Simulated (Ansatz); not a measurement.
# ZnO (zincite, P6_3mc): zone-centre modes under pressure, part 2 of 2

Wanted: Grüneisen parameters and pressure coefficients of the modes of ZnO (zincite, P6_3mc).

Ansatz 0.2.0; DFT PBE, scalar-relativistic, plane waves, PAW; PAW set soft_1.

So far, highest optical mode at the zone centre (no LO-TO term) (cm⁻¹): step 4 (zone-centre response at rest) 509; step 6 (volume ratio 1.06) 471.

### Step 8. Zone-centre modes of the member: 0.9 times the volume at rest

The zone-centre modes follow for 0.9 times the volume at rest, with the response to a field.

The input, input.yaml:

```yaml
crystal:
  lattice:
    - [3.1673696605, 0.0, 0.0]
    - [-1.5836848302, 2.7430225892, 0.0]
    - [0.0, 0.0, 5.1094881345]
  atoms:
    - { symbol: O, position: [0.6666666667, 0.3333333333, 0.3790545698] }
    - { symbol: O, position: [0.3333333333, 0.6666666667, 0.8790545698] }
    - { symbol: Zn, position: [0.3333333333, 0.6666666667, 0.4999554302] }
    - { symbol: Zn, position: [0.6666666667, 0.3333333333, -4.45698e-05] }
kpoints:
  mp_grid: { grid: [15, 15, 10] }
hamiltonian:
  xc: pbe
  pseudopotentials: { kind: paw, azcp: { folder: soft_1 } }
scf:
  occupations: { method: fixed }
output:
  eigenvalues: true
phonons:
  method: dfpt
  dielectric: true
  rigid_motions: translations
```

On the command line:

```bash
> ansatz run input.yaml --threads 4 --pin off --max-ram 16384MiB --backend cpu --events-out ev --progress --plain --runs-dir out
```

The job ended after 3.2 min (4 threads of Arm Neoverse V2, shared host; peak memory 2.8 GiB).

Numbers from this step:

```
sum-rule residual before enforcement                    : 2.24e-4 eV/Å²
miss of the charge sum rule                             : 0.001756 e
estimated error of the dielectric tensor                : 0.01658
estimated error of the Born charges                     : 0.01474 e
highest optical mode at the zone centre (no LO-TO term) : 586.1 cm⁻¹
lowest optical zone-centre mode                         : 70.11 cm⁻¹
mean high-frequency dielectric constant                 : 4.889
largest Born charge (third of the trace)                : -2.090 e
mean static dielectric constant                         : 8.790
top of the zone-centre spectrum with the field          : 592.9 cm⁻¹
```

Without the LO-TO term. Patterns of degenerate modes are one choice out of their space. The modes at Γ (shares of kinetic energy by element, %):

| mode | frequency (cm⁻¹) | symmetry | O % | Zn % |
| --- | --- | --- | --- | --- |
| 1 | 0.0 | acoustic | 20 | 80 |
| 2 | 0.0 | acoustic | 20 | 80 |
| 3 | 0.0 | acoustic | 20 | 80 |
| 4 | 70.1 | E2 | 16 | 84 |
| 5 | 70.1 | E2 | 16 | 84 |
| 6 | 266.9 | B1 | 4 | 96 |
| 7 | 426.5 | A1 | 80 | 20 |
| 8 | 446.7 | E1 | 80 | 20 |
| 9 | 446.7 | E1 | 80 | 20 |
| 10 | 482.7 | E2 | 84 | 16 |
| 11 | 482.7 | E2 | 84 | 16 |
| 12 | 586.1 | B1 | 96 | 4 |

Displacements in mode 4 (70.1 cm⁻¹), the largest set to 1:
```
O1  -0.03 -0.90  0.00
O2   0.03  0.90  0.00
Zn3 -0.03 -1.00  0.00
Zn4  0.03  1.00  0.00
```

Displacements in mode 9 (446.7 cm⁻¹), the largest set to 1:
```
O1   0.01  1.00  0.00
O2   0.01  1.00  0.00
Zn3  0.00 -0.24  0.00
Zn4  0.00 -0.24  0.00
```

Transverse modes. Infrared lines, with heights relative to the strongest:

| position (cm⁻¹) | label | relative intensity |
| --- | --- | --- |
| 70 | E2 | 0.0 |
| 267 | B1 | 0.0 |
| 426 | A1 | 53 |
| 447 | E1 | 100 |
| 483 | E2 | 0.0 |
| 586 | B1 | 0.0 |

Without the LO-TO term the lowest optical mode is real, 70.1 cm⁻¹, and the highest lies at 586.1 cm⁻¹.

The log warns of the k mesh: “the force constants stand on the 15×15×10 k-mesh, whose period is 13.45 times the interband length at k = (0.0000, 0.0000, 0.0000), direct gap 0.889 eV, under 14: take them and everything formed from them as unconverged”. So the frequencies of this run count as unconverged too.

### Step 9. All members side by side

The members are set side by side, also those not shown above.

Each row is one cell with its response, relaxed at fixed volume as far as symmetry leaves anything free; energies are extrapolated to zero smearing, and E0 is that at rest; the axis is the Cartesian z axis of the cell; shape and atoms are relaxed in each cell where symmetry leaves them free. State of the crystal along the series:

| volume ratio | V (Å³/atom) | pressure (GPa) | E - E0 (meV/atom) | first cell vector (Å) | third cell vector (Å) | gap on mesh (eV) | ε∞ along the axis | ε∞ across the axis, mean | ε0 along the axis | ε0 across the axis, mean | largest Born charge in size, a third of the trace (e) | top mode with the field, highest of q along x, y and z (cm⁻¹) |
| --- | --- | --- | --- | --- | --- | --- | --- | --- | --- | --- | --- | --- |
| 0.9 | 11.1 | 17.19 | 60.13 | 3.167 | 5.109 | 0.8892 | 4.927 | 4.87 | 9.212 | 8.579 | 2.09 | 592.9 |
| 0.92 | 11.35 | 12.96 | 36.99 | 3.191 | 5.147 | 0.8591 | 4.987 | 4.929 | 9.597 | 8.906 | 2.102 | 576.8 |
| 0.94 | 11.59 | 9.168 | 20.02 | 3.213 | 5.185 | 0.8292 | 5.05 | 4.992 | 10.01 | 9.256 | 2.113 | 561.4 |
| 0.96 | 11.84 | 5.774 | 8.567 | 3.236 | 5.222 | 0.7993 | 5.117 | 5.059 | 10.46 | 9.628 | 2.124 | 546.4 |
| 0.98 | 12.09 | 2.731 | 2.069 | 3.258 | 5.258 | 0.7699 | 5.187 | 5.13 | 10.94 | 10.03 | 2.134 | 532 |
| 0.99 | 12.21 | 1.33 | 0.5169 | 3.269 | 5.276 | 0.7553 | 5.224 | 5.166 | 11.19 | 10.24 | 2.14 | 525 |
| 1 | 12.33 | 0.002292 | 0 | 3.28 | 5.294 | 0.7407 | 5.266 | 5.207 | 11.47 | 10.46 | 2.145 | 518.1 |
| 1.02 | 12.58 | -2.447 | 1.922 | 3.301 | 5.33 | 0.7113 | 5.341 | 5.283 | 12.03 | 10.92 | 2.155 | 504.6 |
| 1.04 | 12.82 | -4.646 | 7.414 | 3.323 | 5.365 | 0.682 | 5.425 | 5.367 | 12.65 | 11.42 | 2.165 | 491.7 |
| 1.06 | 13.07 | -6.618 | 16.12 | 3.344 | 5.4 | 0.6531 | 5.519 | 5.458 | 13.33 | 11.96 | 2.175 | 478.9 |

Without the LO-TO term; each mode is tracked from rest by its pattern, and modes that stay within 0.3 cm⁻¹ of each other stand once; shape and atoms are relaxed in each cell where symmetry leaves them free. Optical modes along the series:

| V (Å³/atom) | mode 4 E2 (cm⁻¹) | mode 6 B1 (cm⁻¹) | mode 7 A1 (cm⁻¹) | mode 8 E1 (cm⁻¹) | mode 10 E2 (cm⁻¹) | mode 12 B1 (cm⁻¹) |
| --- | --- | --- | --- | --- | --- | --- |
| 11.1 | 70.11 | 266.9 | 426.5 | 446.7 | 482.7 | 586.1 |
| 11.35 | 76.05 | 262.6 | 408.9 | 429.1 | 463.8 | 569 |
| 11.59 | 80.85 | 258.2 | 392 | 412.3 | 445.6 | 552.7 |
| 11.84 | 84.79 | 253.8 | 375.8 | 396.1 | 428.2 | 537.3 |
| 12.09 | 88.06 | 249.3 | 360.1 | 380.5 | 411.6 | 522.7 |
| 12.21 | 89.45 | 247.1 | 352.8 | 372.9 | 403.4 | 515.8 |
| 12.33 | 90.74 | 244.8 | 345.2 | 365.5 | 395.5 | 508.9 |
| 12.58 | 92.92 | 240.2 | 330.7 | 351 | 380.1 | 495.7 |
| 12.82 | 94.63 | 235.6 | 316.6 | 337.1 | 365.2 | 483.2 |
| 13.07 | 95.94 | 230.8 | 303 | 323.5 | 350.9 | 471.2 |

From cubic fits (parabolas where under five rows exist) of ln ω and P against ln V through the rows within about 4 % of rest: γ = −d ln ω / d ln V and dω/dP = γ ω / B. Slopes at rest:

| mode | fitted frequency at rest (cm⁻¹) | Grüneisen parameter γ | dω/dP (cm⁻¹/GPa) |
| --- | --- | --- | --- |
| mode 4 E2 | 90.7 | -1.34 | -0.94 |
| mode 6 B1 | 244.8 | 0.93 | 1.76 |
| mode 7 A1 | 345.2 | 2.13 | 5.7 |
| mode 8 E1 | 365.5 | 2.01 | 5.7 |
| mode 10 E2 | 395.5 | 1.99 | 6.08 |
| mode 12 B1 | 508.9 | 1.33 | 5.22 |

### Step 10. What came out

```yaml
members: 10
highest_optical_mode_at_the_zone_centre_no_lo_to_term_at_rest: 508.9 cm⁻¹
bulk_modulus_at_rest: 129 GPa
mode_7_a1_gamma: 2.13
mode_8_e1_gamma: 2.01
mode_10_e2_gamma: 1.99
mode_12_b1_gamma: 1.33
```

**Reading.** The series spans -6.6 to 17.2 GPa, and the slope at rest gives a bulk modulus of 129 GPa. Among the modes in the table of slopes γ runs from -1.34 (mode 4 E2) to 2.13 (mode 7 A1). A negative γ means that the mode softens under pressure. ε∞ along z is 5.27 at rest, with d ln ε∞ / d ln V = 0.73. One k mesh and one cutoff serve the ground states and modes of all volumes; the field response picks its own mesh. With the field response the log warns that the k mesh is coarse for the force constants too, so the frequencies are to be taken as unconverged. These are harmonic frequencies at zero temperature: anharmonic shifts, linewidths and thermal expansion are left out. Only the zone centre was solved, so an instability at another wavevector cannot show here.

[Logs are printed without paths, hosts, clocks, repeated set-up lines and the standing remarks that a program may print on its own settings, such as how far it seeks lower states.]

[Hosts, paths, dates, database ids (printed as entryN), source tags and the programs' standing remarks are cut or masked in the printed files.]
